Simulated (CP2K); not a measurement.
Runs of CP2K 2026.2 on MoS2. It takes space group R3m (No. 160, trigonal). The conventional cell has a = 3.160 Å, b = 3.160 Å, c = 18.450 Å, α = 90.00°, β = 90.00°, γ = 120.00°. Mo (site symmetry 3m) has 6 S at 2.39 Å as nearest neighbours. S (site symmetry 3m) is surrounded by 3 Mo at 2.39 Å. S (site symmetry 3m) has 3 Mo at 2.39 Å as nearest neighbours. Measurements of this composition are mostly on another form, of space group No. 194.

```csv
task,level,potentials or basis,smearing,EPS_DEFAULT,NGRIDS,points a segment of the path (NPOINTS),bands added on the path,CUTOFF of the grids,gap on the mesh (eV),pressure (GPa),largest force (eV/Å)
band structure,TB-mBJ,"POTENTIAL_UZH Mo GTH-PBE-q14, S GTH-PBE-q6; TZVP-MOLOPT-PBE-GTH basis",fermi-dirac 0.05 eV,1.0E-10,4,8,4,675 Ry,1.07,-,-
single point,PBEsol,"POTENTIAL_UZH Mo GTH-PBE-q14, S GTH-PBE-q6; TZVP-MOLOPT-PBE-GTH basis",fermi-dirac 0.05 eV,1.0E-10,5,-,-,450 Ry,0.91,2.7,0.56
band structure,PBEsol,"POTENTIAL_UZH Mo GTH-PBE-q14, S GTH-PBE-q6; TZVP-MOLOPT-PBE-GTH basis",fermi-dirac 0.05 eV,1.0E-9,4,8,6,450 Ry,0.91,2.7,0.56
band structure,LDA,"GTH_POTENTIALS Mo GTH-PADE-q14, S GTH-PADE-q6; TZVP-MOLOPT-PBE-GTH basis",fermi-dirac 0.05 eV,1.0E-10,4,8,4,450 Ry,0.89,-1.1,0.40
band structure,r2SCAN,"POTENTIAL_UZH Mo GTH-SCAN-q14, S GTH-SCAN-q6; TZVP-MOLOPT-SCAN-GTH basis",fermi-dirac 0.0259 eV,1.0E-9,4,6,4,675 Ry,(a),(b),0.57
```

Alike in all rows: no spin polarisation; cell as given; k mesh 10 × 10 × 10.

Problem. Estimate the missing entries.

Solution. (a) 1.08; (b) 5.6.

Caveats: the basis of atomic orbitals isn't converged, which shifts pressures, moduli and gaps; the potentials were made for another functional, which shifts forces and pressure (some runs); this is a model potential without an energy functional, so only levels have meaning (some runs); the mesh misses the band edges, which the band path finds closer together (some runs).

A k mesh can miss the band edges, and the runs leave out spin-orbit coupling on Mo.
